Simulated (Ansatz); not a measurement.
# SnSe in Ansatz: notebook

Runs on SnSe. Level: PBEsol. Tasks: single point, equation of state.

All numbers are computed with Ansatz 0.2.0; they aren't measurements. Logs are shortened: lines on timing, memory, paths and dates and some standing lists are left out, and cuts for length are marked.

### Step 1. The slab as given

The cell holds a slab with vacuum, 4 atoms: a = 4.285 Å, b = 4.285 Å, c = 10.991 Å, α = 90.00°, β = 90.00°, γ = 90.00°.

### Step 2. Single point, PBEsol, 47.43 Å³/atom (volume scaled by 0.94)

File input.yaml:

```yaml
crystal:
  lattice:
    - [4.197847211, 0.0, 0.0]
    - [0.0, 4.197847211, 0.0]
    - [0.0, 0.0, 10.7663293357]
  atoms:
    - { symbol: Sn, position: [0.0, 0.5, 0.62777089] }
    - { symbol: Sn, position: [0.5, 0.0, 0.37222911] }
    - { symbol: Se, position: [0.0, 0.5, 0.38396051] }
    - { symbol: Se, position: [0.5, 0.0, 0.61603949] }
kpoints:
  mp_grid: { grid: [6, 6, 3] }
scf:
  occupations: { method: fermi_dirac, width: 0.05 }
hamiltonian:
  xc: pbesol
  pseudopotentials: { kind: all_electron, lapw: { basis_error: 0.002 } }
output:
  forces: true
  stress: true
  eigenvalues: true
```

Potentials or basis: all-electron LAPW, scalar-relativistic.

On the command line:

```bash
$ ansatz run input.yaml --threads 2 --pin off --max-ram 6144MiB --backend cpu --events-out ev --progress --plain --runs-dir out
```

Standard output:

```text
Warning: RAYON_NUM_THREADS=2 ignored (pool sized by the plan → 2); use --threads N
LAPW: plane waves up to 8.143 Å⁻¹, error target 2.0e-3 eV per atom; small_component_spin mean_spin; Se in spheres of 1.259 Å, 24 of its electrons in bands, Dirac shells []; Sn in spheres of 1.366 Å, 22 of its electrons in bands, Dirac shells [] (how accurate: hamiltonian.pseudopotentials.lapw.basis_error, Limitations)
Engine: ansatz 0.2.0, aarch64-unknown-linux-gnu
Pseudopotentials: kind: all_electron
Pseudopotential: Sn, LAPW, valence charge 22, lapw/all_electron/scalar/gaussian/Sn, Koelling and Harmon's equation, gaussian nucleus
Pseudopotential: Se, LAPW, valence charge 24, lapw/all_electron/scalar/gaussian/Se, Koelling and Harmon's equation, gaussian nucleus
Functional definition: PBEsol
  exchange = pbesol_x
  correlation = pbesol_c
Crystal: 4 atoms, lattice volume = 189.723 Å³
Basis set: ecut = 252.64154390261513 eV, 1723 PW (Γ), exchange–correlation at level 2
Bands: 56, of which v1, the nominal top of the filled ones, is band 46 counted from 1 (45 counted from 0)
Symmetry: 16 space group operations
Space group: P4/nmm (ITA 129), of the structure as read, at distance tolerance 5.7e-5 Å
k-points: 20 of 108
Non-local potential: Sn, projectors of the file, none
Non-local potential: Se, projectors of the file, none
Initial density: superposition of atomic densities (neutral atoms: chi_scale 0, normalization atom)
Initial wavefunctions: plane waves of lowest kinetic energy (no species holds an atomic orbital)
Functional: x = pbesol(κ = 0.804, μ = 0.12345679012345678), c = pbesol(β = 0.046)
iter 1 solved again at ethr=1.49e-3 eV; its pass at ethr=1.00e-1 eV (dr2=1.37e0 eV) is discarded
SCF iter   1: F=—  HF=-468193.438262 eV  |F-HF|=—  |Δ(HF+E_count)|=         —  Δρ=1.74e-2  dr2=1.37e0  ethr=1.49e-3  ⟨swp⟩=2.0  Hψ=7102  notcnv=0
preconditioner: auto → Resta (q_TF=auto, 2.418 Å⁻¹)  ε∞=1.9  [insulator: Δε(μ)=1.635 eV  Ē_g=17.735 eV  σ=0.050 eV  W_gap=1.00  n_scr=56 (ndim 8)  ℏωp=17.1 eV  f_vac=0.446  D(μ)=0.00/eV (n_scr^D=0)  ε∞_Penn≈1.9  vacuum switching on, ρ_ref=2.3e-2 e/Å³]
iter 2 solved again at ethr=9.27e-5 eV; its pass at ethr=1.49e-3 eV (dr2=8.53e-2 eV) is discarded
SCF iter   2: F=—  HF=-468193.033220 eV  |F-HF|=—  |Δ(HF+E_count)|=   4.05e-1  Δρ=6.09e-3  dr2=8.52e-2  ethr=9.27e-5  ⟨swp⟩=2.0  Hψ=5789  notcnv=0
SCF iter   3: F=—  HF=-468193.019946 eV  |F-HF|=—  |Δ(HF+E_count)|=         —  Δρ=3.05e-3  dr2=2.77e-2  ethr=9.26e-5  ⟨swp⟩=2.0  Hψ=3269  notcnv=0
the basis was enlarged: its passes take 268.9 KiB over the memory plan, 2 of 2 planned eigensolver slots
SCF iter   4: F=—  HF=-468193.019593 eV  |F-HF|=—  |Δ(HF+E_count)|=   3.53e-4  Δρ=7.89e-4  dr2=1.79e-3  ethr=3.01e-5  ⟨swp⟩=2.4  Hψ=3404  notcnv=0
SCF iter   5: F=—  HF=-468193.019311 eV  |F-HF|=—  |Δ(HF+E_count)|=   2.81e-4  Δρ=1.49e-4  dr2=5.75e-5  ethr=1.95e-6  ⟨swp⟩=2.7  Hψ=3219  notcnv=0
SCF iter   6: F=—  HF=-468193.019390 eV  |F-HF|=—  |Δ(HF+E_count)|=   7.83e-5  Δρ=5.90e-5  dr2=1.44e-5  ethr=6.25e-8  ⟨swp⟩=3.0  Hψ=3385  notcnv=0
SCF iter   7: F=—  HF=-468193.019391 eV  |F-HF|=—  |Δ(HF+E_count)|=   1.19e-6  Δρ=1.49e-5  dr2=5.79e-7  ethr=1.56e-8  ⟨swp⟩=3.0  Hψ=3285  notcnv=0
SCF iter   8: F=—  HF=-468193.019392 eV  |F-HF|=—  |Δ(HF+E_count)|=   1.01e-6  Δρ=3.72e-6  dr2=3.94e-8  ethr=6.29e-10  ⟨swp⟩=3.0  Hψ=3392  notcnv=0
SCF iter   9: F=-468193.019392 eV  HF=-468193.019392 eV  |F-HF|=9.90e-10  |Δ(HF+E_count)|=   4.34e-8  Δρ=9.11e-7  dr2=2.29e-9  ethr=4.29e-11  ⟨swp⟩=3.0  Hψ=3262  notcnv=0
SCF 1 converged in 9 iterations: F = -468193.019392 eV  dr2 = 2.29e-9
SCF converged after 9 iterations
Free energy (F): -468193.019392 eV
Harris-Foulkes:  -468193.019392 eV  (|F-HF|=9.90e-10)
Internal energy: -468193.019392 eV  (E = F + TS)
E sigma→0 (E₀):  -468193.019392 eV
Entropy (-TS):   -0.000000 eV (-0.000 meV/atom)
Fermi energy:    4.677631 eV
--- Per-component energies (eV) ---
  E_band       = -5226.186659
  E_kinetic    = 488669.279081
  E_xc         = -13544.236875
  E_electrostatic = -943318.061597  (all electrons and nuclei)
  E_smearing   = -0.000000  (= −TS)
  E_closure    = 0.000000  (closes the sum)
  E_atoms      = -468175.529442  (free atoms, spherical and without spin; not in F)
  Σ components = -468193.019392   (vs F -468193.019392, Δ=0.00e0)
  Basis errors (estimates in eV, not in F): energy 9.2e-4 per atom: plane waves 8.5e-4 (5.0e-4 summed), levels above the bands 5.1e-58, relativity 5.9e-8, radial functions 6.9e-5, core shells 9.4e-8; eigenvalues (radial functions only) 1.2e-6; not estimated: angular momenta, meshes, grids; target (lapw.basis_error) 2.0e-3; muffin-tin radii Se 1.259 Å, Sn 1.366 Å
--- Forces (eV/Å), atoms counted from 1 ---
  atom   1  Sn     0.00000000     0.00000000     0.33963457
  atom   2  Sn     0.00000000     0.00000000    -0.33963457
  atom   3  Se    -0.00000000     0.00000000    -0.44219451
  atom   4  Se    -0.00000000     0.00000000     0.44219451
  max |Σ_I F_I| component: 6.78e-21 eV/Å
--- Stress (GPa, compression-positive) ---
        0.819496       0.000000       0.000000
        0.000000       0.819496       0.000000
        0.000000       0.000000       1.724201
  P = ⅓ Tr σ = 1.1211 GPa (11.211 kbar)
--- Band table (eV; the first three rows and the last of 20) ---
  k-point 0: bands = ["-203.1613", "-203.1613", "-142.8307", "-142.8307", "-142.8307", "-142.8307", "-142.8168", "-142.8168", "-124.8860", "-124.8860", "-80.7364", "-80.7364", "-80.7363", "-80.7363", "-80.6918", "-80.6917", "-43.2686", "-43.2684", "-43.2664", "-43.2663", "-43.2589", "-43.2587", "-43.2573", "-43.2573", "-43.2570", "-43.2570", "-17.0875", "-17.0727", "-17.0658", "-17.0653", "-17.0568", "-17.0479", "-17.0334", "-17.0334", "-17.0150", "-17.0150", "-9.7804", "-8.3975", "-2.3965", "-0.9693", "0.3722", "0.6575", "0.6575", "2.0995", "2.0995", "3.7103", "5.5576", "7.4664", "7.6442", "8.5632", "8.5632", "9.5597", "9.5988", "10.0088", "10.0088", "11.5623"]
  k-point 1: bands = ["-203.1613", "-203.1613", "-142.8307", "-142.8307", "-142.8307", "-142.8307", "-142.8168", "-142.8168", "-124.8860", "-124.8860", "-80.7364", "-80.7364", "-80.7363", "-80.7363", "-80.6918", "-80.6917", "-43.2687", "-43.2684", "-43.2664", "-43.2663", "-43.2589", "-43.2588", "-43.2574", "-43.2574", "-43.2570", "-43.2570", "-17.0875", "-17.0727", "-17.0658", "-17.0653", "-17.0568", "-17.0480", "-17.0334", "-17.0334", "-17.0150", "-17.0150", "-9.7804", "-8.3975", "-2.3969", "-0.9693", "0.3768", "0.6575", "0.6575", "2.0994", "2.0994", "3.7099", "5.4212", "7.4667", "8.2734", "8.5623", "8.5623", "9.3593", "9.5566", "10.0094", "10.0094", "10.4248"]
  k-point 2: bands = ["-203.1613", "-203.1613", "-142.8307", "-142.8307", "-142.8307", "-142.8307", "-142.8168", "-142.8168", "-124.8860", "-124.8860", "-80.7364", "-80.7364", "-80.7364", "-80.7363", "-80.6918", "-80.6917", "-43.2686", "-43.2685", "-43.2663", "-43.2663", "-43.2589", "-43.2588", "-43.2573", "-43.2573", "-43.2571", "-43.2571", "-17.0829", "-17.0690", "-17.0681", "-17.0630", "-17.0607", "-17.0482", "-17.0332", "-17.0312", "-17.0173", "-17.0157", "-9.6379", "-8.3875", "-2.8508", "-1.5525", "0.3699", "0.8826", "1.0680", "2.2607", "2.8190", "3.5529", "5.6898", "7.1085", "7.5122", "7.9164", "7.9441", "8.9350", "9.4025", "9.5454", "10.4857", "10.9009"]
  k-point 19: bands = ["-203.1613", "-203.1613", "-142.8307", "-142.8307", "-142.8307", "-142.8307", "-142.8168", "-142.8168", "-124.8860", "-124.8860", "-80.7364", "-80.7364", "-80.7364", "-80.7364", "-80.6917", "-80.6917", "-43.2686", "-43.2686", "-43.2661", "-43.2661", "-43.2587", "-43.2587", "-43.2574", "-43.2574", "-43.2570", "-43.2570", "-17.0994", "-17.0994", "-17.0435", "-17.0435", "-17.0435", "-17.0435", "-17.0408", "-17.0408", "-17.0158", "-17.0158", "-8.4152", "-8.4152", "-2.1170", "-2.1170", "-1.2408", "-1.2408", "0.4531", "0.4531", "2.1828", "2.1828", "7.7518", "7.7518", "8.5645", "8.5645", "9.1036", "9.1036", "10.7955", "10.7955", "11.5776", "11.5776"]
```

Wall time 30 s (2 threads of Arm Neoverse V1, shared host); peak memory 0.54 GiB.

Results:

| Quantity | Value |
| --- | --- |
| Free energy | -468193.0194 eV |
| Largest force | 0.442 eV/Å |
| Band gap on the k mesh | 1.40 eV, direct |

Caveat: spin-orbit coupling is left out, which moves the levels of the heavy elements.

### Step 3. Single point, PBEsol, 48.44 Å³/atom (volume scaled by 0.96)

Changes to input.yaml since step 2:

```diff
@@ -2,5 +2,5 @@
   lattice:
-    - [4.197847211, 0.0, 0.0]
-    - [0.0, 4.197847211, 0.0]
-    - [0.0, 0.0, 10.7663293357]
+    - [4.2274104894, 0.0, 0.0]
+    - [0.0, 4.2274104894, 0.0]
+    - [0.0, 0.0, 10.8421510545]
   atoms:
```

Potentials or basis: all-electron LAPW, scalar-relativistic.

On the command line:

```bash
$ ansatz run input.yaml --threads 2 --pin off --max-ram 6144MiB --backend cpu --events-out ev --progress --plain --runs-dir out
```

Run time: 30 s. Hardware: 2 threads of Arm Neoverse V1, shared host; peak memory 0.53 GiB.

Results (log left out):

```
Free energy            : -468193.0389 eV
Largest force          : 0.309 eV/Å
Band gap on the k mesh : 1.43 eV, direct
```

Caveat: spin-orbit coupling is left out, which moves the levels of the heavy elements.

### Step 4. Single point, PBEsol, 49.45 Å³/atom (volume scaled by 0.98)

Changes to input.yaml since step 3:

```diff
@@ -2,5 +2,5 @@
   lattice:
-    - [4.2274104894, 0.0, 0.0]
-    - [0.0, 4.2274104894, 0.0]
-    - [0.0, 0.0, 10.8421510545]
+    - [4.2565659658, 0.0, 0.0]
+    - [0.0, 4.2565659658, 0.0]
+    - [0.0, 0.0, 10.916926873]
   atoms:
```

On the command line:

```bash
$ ansatz run input.yaml --threads 2 --pin off --max-ram 6144MiB --backend cpu --events-out ev --progress --plain --runs-dir out
```

It took 29 s on 2 threads of Arm Neoverse V1, shared host; peak memory 0.53 GiB.

The run converged. Its results:

* Free energy: -468193.0424 eV
* Largest force: 0.187 eV/Å
* Band gap on the k mesh: 1.45 eV, direct

Caveat: spin-orbit coupling is left out, which moves the levels of the heavy elements.

### Step 5. Single point, PBEsol, 50.46 Å³/atom

Changes to input.yaml since step 4:

```diff
@@ -2,5 +2,5 @@
   lattice:
-    - [4.2565659658, 0.0, 0.0]
-    - [0.0, 4.2565659658, 0.0]
-    - [0.0, 0.0, 10.916926873]
+    - [4.2853274191, 0.0, 0.0]
+    - [0.0, 4.2853274191, 0.0]
+    - [0.0, 0.0, 10.99069213]
   atoms:
```

On the command line:

```bash
$ ansatz run input.yaml --threads 2 --pin off --max-ram 6144MiB --backend cpu --events-out ev --progress --plain --runs-dir out
```

Run time: 29 s. Hardware: 2 threads of Arm Neoverse V1, shared host; peak memory 0.53 GiB.

Results (log left out):

```
Free energy            : -468193.0317 eV
Largest force          : 0.111 eV/Å
Band gap on the k mesh : 1.47 eV, direct
```

Caveat: spin-orbit coupling is left out, which moves the levels of the heavy elements.

### Step 6. Single point, PBEsol, 51.47 Å³/atom (volume scaled by 1.02)

Changes to input.yaml since step 5:

```diff
@@ -2,5 +2,5 @@
   lattice:
-    - [4.2853274191, 0.0, 0.0]
-    - [0.0, 4.2853274191, 0.0]
-    - [0.0, 0.0, 10.99069213]
+    - [4.313707898, 0.0, 0.0]
+    - [0.0, 4.313707898, 0.0]
+    - [0.0, 0.0, 11.0634802918]
   atoms:
```

Potentials or basis: all-electron LAPW, scalar-relativistic.

On the command line:

```bash
$ ansatz run input.yaml --threads 2 --pin off --max-ram 6144MiB --backend cpu --events-out ev --progress --plain --runs-dir out
```

Wall time 29 s (2 threads of Arm Neoverse V1, shared host); peak memory 0.53 GiB.

It converged, with:

| Item | Value |
| --- | --- |
| Free energy | -468193.0081 eV |
| Largest force | 0.240 eV/Å |
| Band gap on the k mesh | 1.49 eV, direct |

Caveat: spin-orbit coupling is left out, which moves the levels of the heavy elements.

### Step 7. Single point, PBEsol, 52.48 Å³/atom (volume scaled by 1.04)

Changes to input.yaml since step 6:

```diff
@@ -2,5 +2,5 @@
   lattice:
-    - [4.313707898, 0.0, 0.0]
-    - [0.0, 4.313707898, 0.0]
-    - [0.0, 0.0, 11.0634802918]
+    - [4.3417197731, 0.0, 0.0]
+    - [0.0, 4.3417197731, 0.0]
+    - [0.0, 0.0, 11.135323086]
   atoms:
```

On the command line:

```bash
$ ansatz run input.yaml --threads 2 --pin off --max-ram 6144MiB --backend cpu --events-out ev --progress --plain --runs-dir out
```

It took 29 s on 2 threads of Arm Neoverse V1, shared host; peak memory 0.53 GiB.

It converged, with:

```
Free energy            : -468192.9730 eV
Largest force          : 0.360 eV/Å
Band gap on the k mesh : 1.51 eV, direct
```

Caveat: spin-orbit coupling is left out, which moves the levels of the heavy elements.

### Step 8. Single point, PBEsol, 53.49 Å³/atom (volume scaled by 1.06)

Changes to input.yaml since step 7:

```diff
@@ -2,5 +2,5 @@
   lattice:
-    - [4.3417197731, 0.0, 0.0]
-    - [0.0, 4.3417197731, 0.0]
-    - [0.0, 0.0, 11.135323086]
+    - [4.3693747848, 0.0, 0.0]
+    - [0.0, 4.3693747848, 0.0]
+    - [0.0, 0.0, 11.206250623]
   atoms:
```

On the command line:

```bash
$ ansatz run input.yaml --threads 2 --pin off --max-ram 6144MiB --backend cpu --events-out ev --progress --plain --runs-dir out
```

Run time: 28 s. Hardware: 2 threads of Arm Neoverse V1, shared host; peak memory 0.52 GiB.

Results (log left out):

```yaml
Free_energy: -468192.9276 eV
Largest_force: 0.472 eV/Å
Band_gap_on_the_k_mesh: 1.52 eV, direct
```

Caveat: spin-orbit coupling is left out, which moves the levels of the heavy elements.

### Step 9. Equation of state, PBEsol

Potentials or basis: all-electron LAPW, scalar-relativistic.

This step only gathers the single runs of the series.

What came out:

```yaml
Equilibrium_volume: 49.18 Å³/atom
Bulk_modulus_at_fixed_shape_and_positions: 28 GPa
Pressure_derivative_of_the_bulk_modulus: 4.3
```

Energy against volume, from the lowest point:
```
volume (Å³/atom)  energy (meV/atom)
          47.431               5.76
          48.440               0.89
          49.449               0.00
          50.458               2.69
          51.468               8.59
          52.477              17.36
          53.486              28.71
```

Caveat: the cell was scaled at fixed shape and fractional positions, which overstates the stiffness of a crystal with free parameters, most of all of layers and chains.
